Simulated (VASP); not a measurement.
# C2H2 in VASP: further runs

Aim: see how the results for C2H2 move with the level of theory and the settings. Levels: rev-vdW-DF2, LDA, PBEsol. Tasks: single point.

Everything below comes from runs of VASP 6.6.1. Logs are shortened: lines on timing, memory, paths and dates and some standing lists are left out, and cuts for length are marked.

### 1 The structure

The cell holds a molecule in a box, 4 atoms: a = 12.705 Å, b = 13.205 Å, c = 13.705 Å, α = 90.00°, β = 90.00°, γ = 90.00°.

### 2 Single point, rev-vdW-DF2

INCAR

```
AGGAC = 0.0
ALGO = Normal
EDIFF = 1E-6
ENCUT = 400
GGA = MK
ISIF = 2
ISMEAR = 0
ISYM = 0
LASPH = T
LCHARG = F
LREAL = F
LUSE_VDW = T
LWAVE = F
NBANDS = 13
NELM = 80
PARAM1 = 0.1234
PARAM2 = 0.711357
PREC = Accurate
SIGMA = 0.01
ZAB_VDW = -1.8867
```

KPOINTS

```
k-points
0
Gamma
  1 1 1
```

POSCAR

```
HC                                      
1.0
   12.7048579379      0.0000000000      0.0000000000
    0.0000000000     13.2048579379      0.0000000000
    0.0000000000      0.0000000000     13.7048579379
  C               H             
     2     2
Selective dynamics
Direct
     0.4685424883000024    0.5212602786999980    0.4723769897000025   F   F   F
     0.5321625042298915    0.4859154330824683    0.5282569320249967   T   T   T
     0.4121176394710050    0.5526066977251736    0.4228101931032870   T   T   T
     0.5885911000956598    0.4545734716297184    0.5778046579955707   T   T   T
```

Potentials or basis: VASP PAW PBE potentials, release 64 (C, H).

Started as:

```sh
> cat potpaw_PBE.64/C/POTCAR potpaw_PBE.64/H/POTCAR > POTCAR
> mpirun -np 4 vasp_gam > vasp.out
```

OUTCAR:

```text
EDIFF = 1E-6
   ENCUT = 400
   GGA = MK
   ISIF = 2
   ISMEAR = 0
   ISYM = 0
   LASPH = T
   LREAL = F
   NELM = 80
   PREC = Accurate

 ion  position               nearest neighbor table
   1  0.469  0.521  0.472-   3 1.07   2 1.21
   2  0.532  0.486  0.528-   4 1.07   1 1.21
   3  0.412  0.553  0.423-   1 1.07
   4  0.589  0.455  0.578-   2 1.07

IMPORTANT INFORMATION: All symmetrisations will be switched off!
NOSYMM: (Re-)initialisation of all symmetry stuff for point group C_1.

----------------------------------------------------------------------------------------

                                     Primitive cell

  volume of cell :    2299.2071

  direct lattice vectors                    reciprocal lattice vectors
    12.704857938  0.000000000  0.000000000     0.078710050  0.000000000  0.000000000
     0.000000000 13.204857938  0.000000000     0.000000000  0.075729705  0.000000000
     0.000000000  0.000000000 13.704857938     0.000000000  0.000000000  0.072966827

  length of vectors
    12.704857938 13.204857938 13.704857938     0.078710050  0.075729705  0.072966827

  position of ions in fractional coordinates (direct lattice)
     0.468542488  0.521260279  0.472376990
     0.532162504  0.485915433  0.528256932
     0.412117639  0.552606698  0.422810193
     0.588591100  0.454573472  0.577804658

  ion indices of the primitive-cell ions
   primitive index   ion index
                 1           1
                 2           2
                 3           3
                 4           4

----------------------------------------------------------------------------------------

 KPOINTS: k-points

Automatic generation of k-mesh.
 Grid dimensions read from file:
 generate k-points for:    1    1    1

 Generating k-lattice:

  Cartesian coordinates                     Fractional coordinates (reciprocal lattice)
     0.078710050  0.000000000  0.000000000     1.000000000  0.000000000  0.000000000
     0.000000000  0.075729705  0.000000000     0.000000000  1.000000000  0.000000000
     0.000000000  0.000000000  0.072966827     0.000000000  0.000000000  1.000000000

  Length of vectors
     0.078710050  0.075729705  0.072966827

  Shift w.r.t. Gamma in fractional coordinates (k-lattice)
     0.000000000  0.000000000  0.000000000

 Subroutine IBZKPT returns following result:
 ===========================================

 Found      1 irreducible k-points:

 Following reciprocal coordinates:
            Coordinates               Weight
  0.000000  0.000000  0.000000      1.000000
   k-points           NKPTS =      1   k-points in BZ     NKDIM =      1   number of bands    NBANDS=     16
   number of dos      NEDOS =    301   number of ions     NIONS =      4
   total plane-waves  NPLWV = 680400
   dimension x,y,z NGX =    84 NGY =   90 NGZ =   90
   dimension x,y,z NGXF=   168 NGYF=  180 NGZF=  180
   ions per type =               2   2
   NGX,Y,Z   is equivalent  to a cutoff of  10.99, 11.33, 10.92 a.u.
   NGXF,Y,Z  is equivalent  to a cutoff of  21.98, 22.66, 21.83 a.u.
 SYSTEM =  unknown system
   PREC   = accura    normal or accurate (medium, high low for compatibility)
   ISTART =      0    job   : 0-new  1-cont  2-samecut
   ICHARG =      2    charge: 1-file 2-atom 10-const
   ISPIN  =      1    spin polarized calculation?
   LNONCOLLINEAR =      F non collinear calculations
   LSORBIT =      F    spin-orbit coupling
   LASPH  =      T    aspherical Exc in radial PAW
   ENCUT  =  400.0 eV  29.40 Ry    5.42 a.u.  20.72 21.53 22.35*2*pi/ulx,y,z
   NELM   =     80;   NELMIN=  2; NELMDL= -5     # of ELM steps
   EDIFF  = 0.1E-05   stopping-criterion for ELM
   LREAL  =      F    real-space projection
   EDIFFG = 0.1E-04   stopping-criterion for IOM
   NSW    =      0    number of steps for IOM
   IBRION =     -1    ionic relax: 0-MD 1-quasi-New 2-CG
   NFREE  =      0    steps in history (QN), initial steepest desc. (CG)
   ISIF   =      2    stress and relaxation
   ISYM   =      0    0-nonsym 1-usesym 2-fastsym
   POTIM  = 0.5000    time-step for ionic-motion
   TEBEG  =    0.0;   TEEND  =   0.0 temperature during run
   PSTRESS=    0.0 pullay stress
   NELECT =      10.0000    total number of electrons
   NUPDOWN=      -1.0000    fix difference up-down
   EMIN   =  10.00;   EMAX   =-10.00  energy-range for DOS
   EFERMI =   0.00;   METHOD = LEGACY
   ISMEAR =     0;   SIGMA  =   0.01  broadening in eV -4-tet -1-fermi 0-gaus
   EFERMI_NEDOS =   21; number of points for ismear=-14 and -15
   IALGO  =     38    algorithm
   IMIX   =      4    mixing-type and parameters
     AMIX     =   0.40;   BMIX     =  1.00
     AMIX_MAG =   1.60;   BMIX_MAG =  1.00
  volume/ion in A,a.u.               =     574.80      3878.95
  Fermi-wavevector in a.u.,A,eV,Ry     =   0.267228  0.504988  0.971604  0.071411
  Thomas-Fermi vector in A             =   1.102288
   LORBIT       =      0    0 simple, 1 ext, 2 COOP (PROOUT), +10 PAW based schemes
   GGA     = MK    functional components
   LHFCALC =     F    Hartree Fock is set to
   AEXX    =    0.0000 exact exchange contribution
   IVDW_NL    =     1    kernel type
   BPARAM     = 6.3000
   IVDW    =     0    specifies the selected vdW correction
   LEPSILON=     F    determine dielectric tensor
   LRPA    =     F    only Hartree local field effects (RPA)
 non-spin polarized calculation
 Gauss-broadening in eV      SIGMA  =   0.01
  energy-cutoff  :      400.00
  volume of cell :     2299.21
 maximum number of plane-waves:     20906
 NGX is ok and might be reduce to    84
   NGX = 41   NGY = 43   NGZ = 45

 number of electron      10.0000000 magnetization

 number of electron       9.9999998 magnetization

 Free energy of the ion-electron system (eV)
  ---------------------------------------------------
  ext. energy  EPLUGINS =         0.00000000
  ---------------------------------------------------
  free energy    TOTEN  =       -20.69842477 eV

  energy without entropy =      -20.69842477  energy(sigma->0) =      -20.69842477

 E-fermi :  -7.1019     XC(G=0):  -0.5328

 val. band max:       -7.1630894120   @ k =   0.0000   0.0000   0.0000
 cond. band min:      -0.4966795303   @ k =   0.0000   0.0000   0.0000
 fundamental gap:      6.6664098817
 Fermi energy:        -7.1019412785

 k-point     1 :       0.0000    0.0000    0.0000
  band No.  band energies     occupation
      1     -18.5511      2.00000
      2     -13.9865      2.00000
      3     -12.1828      2.00000
      4      -7.1633      2.00000
      5      -7.1631      2.00000
      6      -0.4967      0.00000
[... 8 lines left out ...]
     15       0.9261      0.00000
     16       1.1351      0.00000

------------------------ aborting loop because EDIFF is reached ----------------------------------------

  FORCE on cell =-STRESS in cart. coord.  units (eV):
  Direction    XX          YY          ZZ          XY          YZ          ZX
  --------------------------------------------------------------------------------------
  -------------------------------------------------------------------------------------
  Total       -0.5447120     -0.4980675     -0.5348281      0.0377162      0.0359925     -0.0618809
  in kB       -0.3795766     -0.3470729     -0.3726892      0.0262821      0.0250810     -0.0431210
  external PRESSURE =      -0.3664462 kB  Pullay stress =       0.0000000 kB

 VOLUME and BASIS-vectors are now :
 -----------------------------------------------------------------------------
  energy-cutoff  :      400.00
  volume of cell :     2299.21
      direct lattice vectors                 reciprocal lattice vectors
    12.704857938  0.000000000  0.000000000     0.078710050  0.000000000  0.000000000
     0.000000000 13.204857938  0.000000000     0.000000000  0.075729705  0.000000000
     0.000000000  0.000000000 13.704857938     0.000000000  0.000000000  0.072966827

 POSITION                                       TOTAL-FORCE (eV/Angst)
 -----------------------------------------------------------------------------------
      5.95277      6.88317      6.47386         0.130470     -0.074374      0.122126
      6.76105      6.41644      7.23969        -0.133975      0.076675     -0.126313
      5.23590      7.29709      5.79455         0.002915     -0.001655      0.003044
      7.47797      6.00258      7.91873         0.000590     -0.000645      0.001143
 -----------------------------------------------------------------------------------
    total drift:                                0.000225      0.000037     -0.000062

  FREE ENERGIE OF THE ION-ELECTRON SYSTEM (eV)
  ---------------------------------------------------
  free  energy   TOTEN  =       -20.6984247677 eV

  energy  without entropy=      -20.6984247677  energy(sigma->0) =      -20.69842477

Total vdW correction in eV:      2.1823341
```

It took 8.2 min on 4 MPI ranks of AMD EPYC 7R13 (Zen 3), shared host; peak memory 1.2 GiB.

Results:

```yaml
Free_energy: -20.6984 eV
Largest_force: 0.199 eV/Å
Gap_between_the_frontier_levels: 6.67 eV
```

Forces in eV/Å, atoms in the order of the input:
```
C    0.130 -0.074  0.122
C   -0.134  0.077 -0.126
H    0.003 -0.002  0.003
H    0.001 -0.001  0.001
```

Caveat: the cutoff is under 1.25 times the usual one of these potentials, so pressure, stress and relaxed cells hold a basis-set (Pulay) error; the standard files for N, O and F lose accuracy on very short bonds; the PAW data sets were made with another functional, which shifts forces and pressure a little.

### 3 Single point, LDA

INCAR

```
ALGO = Normal
EDIFF = 1E-6
ENCUT = 400
GGA = CA
ISIF = 2
ISMEAR = 0
ISYM = 0
LASPH = T
LCHARG = F
LREAL = F
LWAVE = F
NBANDS = 13
NELM = 80
PREC = Accurate
SIGMA = 0.01
```

KPOINTS is that of step 2.

POSCAR is that of step 2.

Potentials or basis: VASP PAW LDA potentials, release 64 (C, H).

Started as:

```sh
> cat potpaw_LDA.64/C/POTCAR potpaw_LDA.64/H/POTCAR > POTCAR
> mpirun -np 4 vasp_gam > vasp.out
```

Run time: 30 s. Hardware: 4 MPI ranks of AMD EPYC 7R13 (Zen 3), shared host; peak memory 0.32 GiB.

Results (log left out):

| Item | Value |
| --- | --- |
| Free energy | -24.1110 eV |
| Largest force | 0.783 eV/Å |
| Gap between the frontier levels | 6.73 eV |

Forces on the atoms (eV/Å):
```
C    0.521 -0.300  0.493
C   -0.525  0.303 -0.497
H   -0.113  0.066 -0.107
H    0.117 -0.068  0.111
```

Levels at points of the mesh, in eV from the valence-band top:
```tsv
k point	band 2	band 3	band 4	band 5	band 6	band 7	band 8	band 9
(0.00, 0.00, 0.00)	-6.61	-4.84	0.00	0.00	6.73	6.73	7.06	7.53
```

Caveat: the cutoff is under 1.25 times the usual one of these potentials, so pressure, stress and relaxed cells hold a basis-set (Pulay) error; the standard files for N, O and F lose accuracy on very short bonds.

### 4 Single point, PBEsol

Changes to INCAR since step 3:

```diff
@@ -3,3 +3,3 @@
 ENCUT = 400
-GGA = CA
+GGA = PS
 ISIF = 2
```

KPOINTS is that of step 3.

POSCAR is that of step 3.

Potentials or basis: VASP PAW PBE potentials, release 64 (C, H).

Started as:

```sh
> cat potpaw_PBE.64/C/POTCAR potpaw_PBE.64/H/POTCAR > POTCAR
> mpirun -np 4 vasp_gam > vasp.out
```

OUTCAR:

```text
EDIFF = 1E-6
   ENCUT = 400
   GGA = PS
   ISIF = 2
   ISMEAR = 0
   ISYM = 0
   LASPH = T
   LREAL = F
   NELM = 80
   PREC = Accurate

 ion  position               nearest neighbor table
   1  0.469  0.521  0.472-   3 1.07   2 1.21
   2  0.532  0.486  0.528-   4 1.07   1 1.21
   3  0.412  0.553  0.423-   1 1.07
   4  0.589  0.455  0.578-   2 1.07
[... 157 lines left out ...]

  FORCE on cell =-STRESS in cart. coord.  units (eV):
  Direction    XX          YY          ZZ          XY          YZ          ZX
  --------------------------------------------------------------------------------------
  -------------------------------------------------------------------------------------
  Total       -0.2768041     -0.3872362     -0.2911616     -0.0983031     -0.0928812      0.1612639
  in kB       -0.1928879     -0.2698413     -0.2028928     -0.0685014     -0.0647232      0.1123750
  external PRESSURE =      -0.2218740 kB  Pullay stress =       0.0000000 kB

 VOLUME and BASIS-vectors are now :
 -----------------------------------------------------------------------------
  energy-cutoff  :      400.00
  volume of cell :     2299.21
      direct lattice vectors                 reciprocal lattice vectors
    12.704857938  0.000000000  0.000000000     0.078710050  0.000000000  0.000000000
     0.000000000 13.204857938  0.000000000     0.000000000  0.075729705  0.000000000
     0.000000000  0.000000000 13.704857938     0.000000000  0.000000000  0.072966827

 POSITION                                       TOTAL-FORCE (eV/Angst)
 -----------------------------------------------------------------------------------
      5.95277      6.88317      6.47386         0.112953     -0.064411      0.105679
      6.76105      6.41644      7.23969        -0.116593      0.066751     -0.109919
      5.23590      7.29709      5.79455        -0.097511      0.056455     -0.092175
      7.47797      6.00258      7.91873         0.101151     -0.058795      0.096414
 -----------------------------------------------------------------------------------
    total drift:                                0.000207      0.000012     -0.000009

  FREE ENERGIE OF THE ION-ELECTRON SYSTEM (eV)
  ---------------------------------------------------
  free  energy   TOTEN  =       -23.2399117472 eV

  energy  without entropy=      -23.2399117472  energy(sigma->0) =      -23.23991175
```

OSZICAR:

```text
N       E                     dE             d eps       ncg     rms          rms(c)
DAV:   1     0.734865463668E+02    0.73487E+02   -0.19753E+03    40   0.251E+02
DAV:   2     0.104618190788E+02   -0.63025E+02   -0.55307E+02    48   0.612E+01
DAV:   3    -0.244284230058E+02   -0.34890E+02   -0.34731E+02    56   0.480E+01
[... 15 lines left out ...]
DAV:  19    -0.232398955062E+02   -0.20536E-04   -0.24949E-06    40   0.617E-03    0.179E-03
DAV:  20    -0.232399063780E+02   -0.10872E-04   -0.78337E-07    32   0.322E-03    0.222E-04
DAV:  21    -0.232399093758E+02   -0.29979E-05   -0.60068E-08    32   0.906E-04    0.289E-04
DAV:  22    -0.232399111366E+02   -0.17608E-05   -0.21184E-08    32   0.453E-04    0.142E-04
DAV:  23    -0.232399117472E+02   -0.61059E-06   -0.33615E-09    40   0.211E-04
   1 F= -.23239912E+02 E0= -.23239912E+02  d E =-.929913E-14
```

It took 48 s on 4 MPI ranks of AMD EPYC 7R13 (Zen 3), shared host; peak memory 0.41 GiB.

What came out:

```
Free energy                     : -23.2399 eV
Largest force                   : 0.174 eV/Å
Gap between the frontier levels : 6.75 eV
```

Forces in eV/Å, atoms in the order of the input:
```
C    0.113 -0.064  0.106
C   -0.117  0.067 -0.110
H   -0.098  0.056 -0.092
H    0.101 -0.059  0.096
```

Levels at points of the mesh, in eV from the valence-band top:
| k point | band 2 | band 3 | band 4 | band 5 | band 6 | band 7 | band 8 | band 9 |
| --- | --- | --- | --- | --- | --- | --- | --- | --- |
| (0.00, 0.00, 0.00) | -6.74 | -4.89 | 0.00 | 0.00 | 6.75 | 6.76 | 6.88 | 7.37 |

Caveat: the cutoff is under 1.25 times the usual one of these potentials, so pressure, stress and relaxed cells hold a basis-set (Pulay) error; the standard files for N, O and F lose accuracy on very short bonds; the PAW data sets were made with another functional, which shifts forces and pressure a little.

### 5 Summary

| level | potentials or basis | gap on the mesh (eV) | largest force (eV/Å) |
| --- | --- | --- | --- |
| rev-vdW-DF2 | VASP PAW PBE potentials, release 64 (C, H) | 6.67 | 0.20 |
| LDA | VASP PAW LDA potentials, release 64 (C, H) | 6.73 | 0.78 |
| PBEsol | VASP PAW PBE potentials, release 64 (C, H) | 6.75 | 0.17 |

Alike in all rows: task single point; no spin polarisation; cell as given; k mesh 1 × 1 × 1; cutoff (eV) 400; smearing gaussian 0.01 eV.

Caveats: the cutoff is under 1.25 times the usual one of these potentials, so pressure, stress and relaxed cells hold a basis-set (Pulay) error; the standard files for N, O and F lose accuracy on very short bonds; the PAW data sets were made with another functional, which shifts forces and pressure a little (some runs).

Total energies depend on the potentials used, so only differences within one code and one set of settings carry meaning.
